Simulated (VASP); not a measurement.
Input of a VASP 6.6.1 run:

The input INCAR:

```
SYSTEM = CdS
  PREC = Accurate
  ENCUT = 900
  EDIFF = 1E-7
  ISMEAR = 0
  SIGMA = 0.02
  LREAL = .False.
  LASPH = .True.
  NELM = 100
  ALGO = Fast
  ISIF = 3
  LWAVE = .False.
  LCHARG = .False.
  GGA = PE
  IBRION = 2
  NSW = 80
  EDIFFG = -0.002
```

Contents of KPOINTS:

```
Automatic mesh
0
Gamma
  9 9 6
  0 0 0
```

File POSCAR:

```
CdS
1.0
    4.1500000000      0.0000000000      0.0000000000
   -2.0750000000      3.5940054300      0.0000000000
    0.0000000000      0.0000000000      6.7370000000
Cd S
2 2
Direct
    0.3333333300      0.6666666700      0.0000000000
    0.6666666700      0.3333333300      0.5000000000
    0.3333333300      0.6666666700      0.3750000000
    0.6666666700      0.3333333300      0.8750000000
```

Potentials or basis: VASP PAW PBE potentials, release 64 (Cd, S_h).

The run is started by

```bash
$ cat potpaw_PBE.64/Cd/POTCAR potpaw_PBE.64/S_h/POTCAR > POTCAR
$ mpirun -np 1 vasp_std > vasp.out
```

Predict the relaxed volume.

26.19 Å³/atom.

Predict the space group after relaxing (to 0.05 Å).

P6_3mc (No. 186).

What does it give for the relaxed cell?

a = 4.205 Å, b = 4.205 Å, c = 6.843 Å, α = 90.00°, β = 90.00°, γ = 120.00°.

What does it give for the band gap on the k mesh?

1.10 eV, direct.

Final structure:
```
Cd S
1.0
     4.20478    0.00000    0.00000
    -2.10239    3.64145    0.00000
     0.00000    0.00000    6.84321
Cd S
2 2
Direct
  0.33333 0.66667 0.99925
  0.66667 0.33333 0.49925
  0.33333 0.66667 0.37575
  0.66667 0.33333 0.87575
```

A hybrid or GW would open this gap; PBE tends to underestimate it. Zero-point motion and thermal expansion aren't in these numbers.
